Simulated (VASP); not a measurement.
SnTe, 2 atoms in the cell. The structure is cubic, space group Fm-3m (No. 225). The conventional cell has a = 6.290 Å, b = 6.290 Å, c = 6.290 Å, α = 90.00°, β = 90.00°, γ = 90.00°. Sn (site symmetry m-3m) is surrounded by 6 Te at 3.14 Å. Te (site symmetry m-3m) has 6 Sn at 3.14 Å as nearest neighbours. 

* Program: VASP 6.6.1
* Task: relaxation of cell and atoms
* Functional: PBEsol
* Potentials or basis: VASP PAW PBE potentials, release 64 (Sn_d, Te)
* Cutoff: 600 eV
* k mesh: 10 × 10 × 10
* Occupations: gaussian, width 0.03 eV
* Spin: no spin polarisation
* Further INCAR settings: ALGO = Normal; EDIFF = 1e-07; IBRION = 2; EDIFFG = -0.005; NSW = 90; ISIF = 3

Potentials or basis: VASP PAW PBE potentials, release 64 (Sn_d, Te).

Command:

```console
$ cat potpaw_PBE.64/Sn_d/POTCAR potpaw_PBE.64/Te/POTCAR > POTCAR
$ mpirun -np 1 vasp_std > vasp.out
```

Hardware: 1 thread of Intel(R) Xeon(R) 6975P-C (Granite Rapids) (shared host).

Problem. Estimate the wall time of this run.

Solution. It took 21 s on 1 thread of Intel(R) Xeon(R) 6975P-C (Granite Rapids) (shared host), peak memory 0.23 GiB. Counts: scf iterations 14, k points 47, ion steps 1.
